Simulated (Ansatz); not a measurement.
**How settings move the results for Sc**

```yaml
crystal:
  lattice:
    - [3.30880, 0.00000, 0.00000]
    - [-1.65440, 2.86550, 0.00000]
    - [0.00000, 0.00000, 5.26800]
  atoms:
    - { symbol: Sc, position: [0.33333, 0.66667, 0.25000] }
    - { symbol: Sc, position: [0.66667, 0.33333, 0.75000] }
```

Atom numbers follow the list: Sc1, Sc2.

The cell is COD entry 9011704, as deposited and not checked against the literature; nothing was relaxed.

These are results of Ansatz 0.2.0, DFT, PBE, PAW with Ansatz's default frozen-core files, scalar-relativistic, not measurements.

The runs use a Γ-centred 13×13×7 k mesh, Fermi–Dirac smearing of 0.03 eV, cutoff 420 eV, no spin polarisation. One setting is then changed at a time.

P includes the program's estimate of the Pulay (finite-basis) term, listed apart; without it the pressure would be far more sensitive to the cutoff.

```csv
PAW cutoff (eV),free energy less the base's (meV/atom),P (GPa),Pulay term in P (GPa),Vzz Sc1 (10²¹ V/m²)
420 (base),0.0,-0.68,0.02,0.88
150,13743,3.82,?,-0.06
250,310,-0.87,14.69,0.84
300,23.9,-0.66,?,0.88
500,-0.7,-0.68,0.01,0.88
600,-0.8,-0.68,0.00,0.88
```

Task: Fill in "Pulay term in P (GPa)" for the row "150".

Result: 296.57.

Task: Fill in "Pulay term in P (GPa)" for the row "300".

Result: 1.84.
